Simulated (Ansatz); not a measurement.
Calculated ⁹⁷Mo nuclear quadrupole resonance for Te2Mo at a changed volume

Cell: a structure deposited in the COD, relaxed with PBE at fixed cell and then changed (volume scaled by 1.06, ions relaxed).

```cif
data_Te2Mo
_symmetry_space_group_name_H-M 'P6_3/mmc'
_symmetry_Int_Tables_number 194
_cell_length_a 3.5872
_cell_length_b 3.5872
_cell_length_c 14.2477
_cell_angle_alpha 90.000
_cell_angle_beta 90.000
_cell_angle_gamma 120.000
loop_
_atom_site_label
_atom_site_type_symbol
_atom_site_symmetry_multiplicity
_atom_site_Wyckoff_symbol
_atom_site_fract_x
_atom_site_fract_y
_atom_site_fract_z
Te Te 4 f 0.3333 0.6667 0.6242
Mo Mo 2 c 0.3333 0.6667 0.2500
```

One atom of each set is listed.

The numbers come from a DFT calculation in Ansatz (PBE, plane waves and PAW, scalar-relativistic, 420 eV cutoff, Γ-centred 14×14×3 k-points, Fermi–Dirac smearing 0.02 eV).

⁹⁷Mo: I = 5/2, Q = 255.0 mb (year-2017 value). Static lattice, zero field.

(1) The simulated lines lie at 6.91, 13.8 MHz. What are |C_Q|, η and |V_zz| at Mo?

Results:

(1) For I = 5/2 and η = 0 the lines are 3|C_Q|/20 and twice that; η pulls their ratio below 2. Here |C_Q| = 46.1 MHz, η = 0.00 and |V_zz| = 7.48 × 10²¹ V/m². The calculation gives V_zz negative; the lines don't show the sign. The site has 6 Te at 2.74 Å.

An axis of threefold or higher order runs through Mo, so V_zz lies along it and η is zero.

Without spin–orbit coupling the gradients at and beside Te can be off by some per cent, at some sites by more.
